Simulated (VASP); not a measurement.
# Fe (Fmmm) in VASP: further runs

The runs below take Fe through single point, with PBEsol.

Everything below comes from runs of VASP 6.6.1. Logs are shortened: lines on timing, memory, paths and dates and some standing lists are left out, and cuts for length are marked.

## (1) Starting point

Symmetry: Fmmm, No. 69, orthorhombic system. The conventional cell has a = 2.997 Å, b = 3.883 Å, c = 3.930 Å, α = 90.00°, β = 90.00°, γ = 90.00°. Fe (site symmetry mmm) is surrounded by 12 Fe at 2.45 to 2.76 Å.

## (2) Single point, PBEsol, collinear spin, ferromagnetic start

The input, INCAR:

```
  PREC = Accurate
  ENCUT = 300
  EDIFF = 1E-6
  ISMEAR = 1
  SIGMA = 0.1
  LREAL = False
  LASPH = True
  NELM = 100
  ALGO = Normal
  ISIF = 2
  LWAVE = False
  LCHARG = False
  ISPIN = 2
  MAGMOM = 3
  LORBIT = 11
  LMAXMIX = 4
  GGA = PS
  NBANDS = 14
  ADDGRID = False
```

The input, KPOINTS:

```
Automatic mesh
0
Gamma
  8 8 8
```

The input, POSCAR:

```
Fe
1.0
    0.0000000000      1.9417396906      1.9651051623
    1.4984397099      0.0000000000      1.9651051623
    1.4984397099      1.9417396906      0.0000000000
Fe
1
Direct
    0.0000000000      0.0000000000      0.0000000000
```

Potentials or basis: VASP PAW PBE potentials, release 64 (Fe).

On the command line:

```bash
$ cat potpaw_PBE.64/Fe/POTCAR > POTCAR
$ mpirun -np 1 vasp_std > vasp.out
```

OUTCAR:

```text
PREC = Accurate
   ENCUT = 300
   EDIFF = 1E-6
   ISMEAR = 1
   LREAL = False
   LASPH = True
   NELM = 100
   ISIF = 2
   ISPIN = 2
   LORBIT = 11
   GGA = PS

 Found     95 irreducible k-points:

 Following reciprocal coordinates:
            Coordinates               Weight
  0.000000  0.000000  0.000000      1.000000
  0.125000 -0.000000 -0.000000      8.000000
  0.250000 -0.000000 -0.000000      8.000000
  0.375000 -0.000000 -0.000000      8.000000
  0.500000 -0.000000 -0.000000      4.000000
  0.125000  0.125000  0.000000      2.000000
   k-points           NKPTS =     95   k-points in BZ     NKDIM =     95   number of bands    NBANDS=     14
   number of dos      NEDOS =    301   number of ions     NIONS =      1
   total plane-waves  NPLWV =   3136
   dimension x,y,z NGX =    16 NGY =   14 NGZ =   14
   dimension x,y,z NGXF=    32 NGYF=   28 NGZF=   28
   ions per type =               1
   NGX,Y,Z   is equivalent  to a cutoff of   9.63,  9.42,  9.49 a.u.
   NGXF,Y,Z  is equivalent  to a cutoff of  19.26, 18.84, 18.98 a.u.
 SYSTEM =  unknown system
   PREC   = accura    normal or accurate (medium, high low for compatibility)
   ISTART =      0    job   : 0-new  1-cont  2-samecut
   ICHARG =      2    charge: 1-file 2-atom 10-const
   ISPIN  =      2    spin polarized calculation?
   LNONCOLLINEAR =      F non collinear calculations
   LSORBIT =      F    spin-orbit coupling
   LASPH  =      T    aspherical Exc in radial PAW
   ENCUT  =  300.0 eV  22.05 Ry    4.70 a.u.   3.90  3.49  3.46*2*pi/ulx,y,z
   NELM   =    100;   NELMIN=  2; NELMDL= -5     # of ELM steps
   EDIFF  = 0.1E-05   stopping-criterion for ELM
   LREAL  =      F    real-space projection
   EDIFFG = 0.1E-04   stopping-criterion for IOM
   NSW    =      0    number of steps for IOM
   IBRION =     -1    ionic relax: 0-MD 1-quasi-New 2-CG
   NFREE  =      0    steps in history (QN), initial steepest desc. (CG)
   ISIF   =      2    stress and relaxation
   ISYM   =      2    0-nonsym 1-usesym 2-fastsym
   POTIM  = 0.5000    time-step for ionic-motion
   TEBEG  =    0.0;   TEEND  =   0.0 temperature during run
   PSTRESS=    0.0 pullay stress
   NELECT =       8.0000    total number of electrons
   NUPDOWN=      -1.0000    fix difference up-down
   EMIN   =  10.00;   EMAX   =-10.00  energy-range for DOS
   EFERMI =   0.00;   METHOD = LEGACY
   ISMEAR =     1;   SIGMA  =   0.10  broadening in eV -4-tet -1-fermi 0-gaus
   EFERMI_NEDOS =   21; number of points for ismear=-14 and -15
   IALGO  =     38    algorithm
   IMIX   =      4    mixing-type and parameters
     AMIX     =   0.40;   BMIX     =  1.00
     AMIX_MAG =   1.60;   BMIX_MAG =  1.00
  volume/ion in A,a.u.               =      11.44        77.17
  Fermi-wavevector in a.u.,A,eV,Ry     =   1.453303  2.746344 28.736719  2.112089
  Thomas-Fermi vector in A             =   2.570585
   LORBIT       =     11    0 simple, 1 ext, 2 COOP (PROOUT), +10 PAW based schemes
   GGA     = PS    functional components
   LHFCALC =     F    Hartree Fock is set to
   AEXX    =    0.0000 exact exchange contribution
   IVDW    =     0    specifies the selected vdW correction
   LEPSILON=     F    determine dielectric tensor
   LRPA    =     F    only Hartree local field effects (RPA)
 spin polarized calculation
 Methfessel and Paxton  Order N= 1 SIGMA  =   0.10
  energy-cutoff  :      300.00
  volume of cell :       11.44
 maximum number of plane-waves:       144
   NGX =  7   NGY =  7   NGZ =  7

 number of electron       7.9999994 magnetization       2.2916942

 Free energy of the ion-electron system (eV)
  ---------------------------------------------------
  ext. energy  EPLUGINS =         0.00000000
  ---------------------------------------------------
  free energy    TOTEN  =        -8.87616051 eV

  energy without entropy =       -8.87494029  energy(sigma->0) =       -8.87575377

 E-fermi :   5.6080     XC(G=0): -13.2384

 val. band max:        5.6074698766   @ k =   0.1250   0.1250   0.0000
 cond. band min:       5.6172893389   @ k =  -0.2500   0.1250   0.0000
 fundamental gap:      0.0098194622
 Fermi energy:         5.6080039574

 spin component 1

 k-point     1 :       0.0000    0.0000    0.0000
  band No.  band energies     occupation
      1      -2.8829      1.00000
      2       3.1311      1.00000
      3       3.2201      1.00000
      4       3.5447      1.00000
      5       4.3159      1.00000
      6       4.7165      1.00000
      7      29.3971      0.00000
      8      30.8628      0.00000
      9      31.1226      0.00000
     10      35.1160      0.00000
     11      36.1734      0.00000
     12      36.3694      0.00000
     13      36.9162      0.00000
     14      37.0079      0.00000

 k-point     2 :       0.1250   -0.0000   -0.0000
  band No.  band energies     occupation
      1      -2.2655      1.00000
      2       3.1312      1.00000
      3       3.1951      1.00000
      4       3.7250      1.00000
      5       4.2348      1.00000
      6       4.6575      1.00000
      7      26.6062      0.00000
      8      29.4125      0.00000
      9      30.5376      0.00000
     10      33.6617      0.00000
     11      34.2719      0.00000
     12      34.8410      0.00000
     13      37.2476      0.00000
     14      39.5182      0.00000

 k-point     3 :       0.2500   -0.0000   -0.0000
  band No.  band energies     occupation
      1      -0.6732      1.00000
      2       2.8586      1.00000
      3       3.0868      1.00000
      4       4.2202      1.00000
      5       4.5187      1.00000
      6       4.6375      1.00000
      7      20.8524      0.00000
      8      27.1092      0.00000
      9      29.5896      0.00000
     10      30.8803      0.00000
     11      33.0805      0.00000
     12      35.5735      0.00000
     13      39.1262      0.00000
     14      43.4939      0.00000

 k-point     4 :       0.3750   -0.0000   -0.0000
  band No.  band energies     occupation
      1       0.5543      1.00000
      2       2.5268      1.00000
      3       4.0206      1.00000
      4       4.3875      1.00000
      5       4.7807      1.00000
      6       5.4567      1.02709
      7      15.4863      0.00000
      8      25.1681      0.00000
      9      27.5402      0.00000
     10      29.7515      0.00000
     11      33.0381      0.00000
     12      37.6727      0.00000
     13      40.3829      0.00000
     14      47.8654      0.00000

 k-point     5 :       0.5000   -0.0000   -0.0000
  band No.  band energies     occupation
      1       0.6912      1.00000
      2       2.3919      1.00000
      3       4.2544      1.00000
      4       4.8536      1.00000
      5       5.8412     -0.00237
      6       5.8865     -0.00030
      7      12.6016      0.00000
      8      24.4525      0.00000
      9      26.5429      0.00000
     10      29.5725      0.00000
     11      33.1990      0.00000
     12      37.8905      0.00000
     13      42.7626      0.00000
     14      45.5399      0.00000

 k-point     6 :       0.1250    0.1250    0.0000
  band No.  band energies     occupation
      1      -2.2241      1.00000
      2       2.9299      1.00000
      3       3.4515      1.00000
      4       3.5629      1.00000
      5       4.3908      1.00000
      6       4.6163      1.00000
      7      27.7167      0.00000
      8      29.0104      0.00000
      9      29.1967      0.00000
     10      32.1130      0.00000
     11      34.5520      0.00000
     12      35.7046      0.00000
     13      38.7447      0.00000
     14      38.9318      0.00000

 [... further k-points ...]

 spin component 2

 k-point     1 :       0.0000    0.0000    0.0000
  band No.  band energies     occupation
      1      -2.6200      1.00000
      2       5.1003      1.00000
      3       5.2564      1.00000
      4       5.7394     -0.03438
      5       6.9022     -0.00000
      6       7.5042     -0.00000
      7      29.2601      0.00000
      8      30.7952      0.00000
      9      31.0836      0.00000
     10      35.5194      0.00000
     11      36.2937      0.00000
     12      37.3780      0.00000
     13      37.6860      0.00000
     14      37.7623      0.00000

 k-point     2 :       0.1250   -0.0000   -0.0000
  band No.  band energies     occupation
      1      -1.9974      1.00000
      2       5.0925      1.00000
      3       5.2280      1.00000
      4       5.9034     -0.00012
      5       6.7880     -0.00000
      6       7.4288     -0.00000
      7      26.9645      0.00000
      8      29.4298      0.00000
      9      30.7030      0.00000
     10      34.2251      0.00000
     11      35.0352      0.00000
     12      35.4334      0.00000
     13      37.6065      0.00000
     14      40.2195      0.00000

 k-point     3 :       0.2500   -0.0000   -0.0000
  band No.  band energies     occupation
      1      -0.3215      1.00000
      2       4.8365      1.00000
      3       4.9053      1.00000
      4       6.7168     -0.00000
      5       6.7470     -0.00000
      6       7.3805     -0.00000
      7      21.6138      0.00000
      8      27.2367      0.00000
      9      30.1484      0.00000
     10      31.5476      0.00000
     11      33.7134      0.00000
     12      35.9456      0.00000
     13      39.4828      0.00000
     14      43.9740      0.00000

 k-point     4 :       0.3750   -0.0000   -0.0000
  band No.  band energies     occupation
      1       1.4865      1.00000
      2       4.4618      1.00000
      3       5.1138      1.00000
      4       6.7997     -0.00000
      5       7.4790     -0.00000
      6       7.7960      0.00000
      7      16.5928      0.00000
      8      25.2774      0.00000
      9      28.2416      0.00000
     10      30.3416      0.00000
     11      33.7372      0.00000
     12      38.0662      0.00000
     13      40.6163      0.00000
     14      48.7442      0.00000

 k-point     5 :       0.5000   -0.0000   -0.0000
  band No.  band energies     occupation
      1       2.0173      1.00000
      2       4.3046      1.00000
      3       6.0482     -0.00000
      4       6.8071     -0.00000
      5       7.5617     -0.00000
      6       8.2885      0.00000
      7      14.0786      0.00000
      8      24.5405      0.00000
      9      27.1823      0.00000
     10      30.2193      0.00000
     11      33.9570      0.00000
     12      38.1141      0.00000
     13      43.0745      0.00000
     14      46.3665      0.00000

 k-point     6 :       0.1250    0.1250    0.0000
  band No.  band energies     occupation
      1      -1.9553      1.00000
      2       4.8574      1.00000
      3       5.6075      0.50452
      4       5.6311      0.31058
      5       6.9879     -0.00000
      6       7.3610     -0.00000
      7      27.9612      0.00000
      8      29.0958      0.00000
      9      29.4278      0.00000
     10      32.9979      0.00000
     11      35.4377      0.00000
     12      35.9133      0.00000
     13      39.1355      0.00000
     14      39.3197      0.00000

 [... further k-points ...]

------------------------ aborting loop because EDIFF is reached ----------------------------------------

  FORCE on cell =-STRESS in cart. coord.  units (eV):
  Direction    XX          YY          ZZ          XY          YZ          ZX
  --------------------------------------------------------------------------------------
  -------------------------------------------------------------------------------------
  Total       -0.9545311     -0.3524345     -0.4513067      0.0000000      0.0000000      0.0000000
  in kB     -133.7379319    -49.3790785    -63.2319032      0.0000000      0.0000000      0.0000000
  external PRESSURE =     -82.1163045 kB  Pullay stress =       0.0000000 kB

 VOLUME and BASIS-vectors are now :
 -----------------------------------------------------------------------------
  energy-cutoff  :      300.00
  volume of cell :       11.44
      direct lattice vectors                 reciprocal lattice vectors
     0.000000000  1.941739691  1.965105162    -0.333680426  0.257501045  0.254439309
     1.498439710  0.000000000  1.965105162     0.333680426 -0.257501045  0.254439309
     1.498439710  1.941739691  0.000000000     0.333680426  0.257501045 -0.254439309

 POSITION                                       TOTAL-FORCE (eV/Angst)
 -----------------------------------------------------------------------------------
      0.00000      0.00000      0.00000         0.000000      0.000000      0.000000
 -----------------------------------------------------------------------------------
    total drift:                               -0.000000     -0.000000     -0.000000

  FREE ENERGIE OF THE ION-ELECTRON SYSTEM (eV)
  ---------------------------------------------------
  free  energy   TOTEN  =        -8.8761605069 eV

  energy  without entropy=       -8.8749402879  energy(sigma->0) =       -8.87575377

 total charge

# of ion       s       p       d       tot
------------------------------------------
    1        0.488   0.542   6.223   7.253

 magnetization (x)

# of ion       s       p       d       tot
------------------------------------------
    1       -0.014  -0.055   2.353   2.283
```

Wall time 7.5 s (1 thread of Intel Xeon 6975P-C (Granite Rapids), shared host); peak memory 0.12 GiB.

The run converged, but some of its settings lie outside the range that counts as converged, so its numbers aren't taken as properties of the crystal.

What came out:

```yaml
Free_energy: -8.8762 eV
Band_gap_on_the_k_mesh: none (metal or under the smearing width)
Net_moment: 2.29 μB per cell
Site_moments: Fe +2.28 μB
Valence_electrons_inside_the_program's_atomic_spheres: Fe 7.25
```

Caveat: the k mesh is coarse (spacing up to 0.39 Å⁻¹), so the values aren't converged; the cutoff is under 1.25 times the usual one of these potentials, so pressure, stress and relaxed cells hold a basis-set (Pulay) error; the PAW data sets were made with another functional, which shifts forces and pressure a little.

## (3) Single point, PBEsol, collinear spin, ferromagnetic start

Changes to INCAR since step 2:

```diff
@@ -1,3 +1,3 @@
   PREC = Accurate
-  ENCUT = 300
+  ENCUT = 550
   EDIFF = 1E-6
```

The input, KPOINTS:

```
Automatic mesh
0
Gamma
  6 6 6
```

POSCAR is that of step 2.

Potentials or basis: VASP PAW PBE potentials, release 64 (Fe).

On the command line:

```bash
$ cat potpaw_PBE.64/Fe/POTCAR > POTCAR
$ mpirun -np 1 vasp_std > vasp.out
```

It took 7.1 s on 1 thread of Intel Xeon 6975P-C (Granite Rapids), shared host; peak memory 0.14 GiB.

The run converged, but some of its settings lie outside the range that counts as converged, so its numbers aren't taken as properties of the crystal.

Results:

- Free energy: -8.9112 eV
- Pressure: -9.3 GPa
- Band gap on the k mesh: none (metal or under the smearing width)
- Net moment: 2.26 μB per cell
- Site moments: Fe +2.25 μB
- Valence electrons inside the program's atomic spheres: Fe 7.26

Caveat: the k mesh is coarse (spacing up to 0.52 Å⁻¹), so the values aren't converged; the PAW data sets were made with another functional, which shifts forces and pressure a little.

## (4) For comparison

An earlier run on the cell as given: functional PBE; potentials or basis VASP PAW PBE potentials, release 64 (Fe); cutoff 520 eV; k mesh 13 × 13 × 13; occupations fermi-dirac, width 0.05 eV; collinear spin, ferromagnetic start; starting moments [3.0] μB.

* Pressure: -1.0 GPa
* Band gap on the k mesh: none (metal or under the smearing width)
* Net moment: 2.20 μB per cell
* Site moments: Fe +2.19 μB
* Valence electrons inside the program's atomic spheres: Fe 7.26
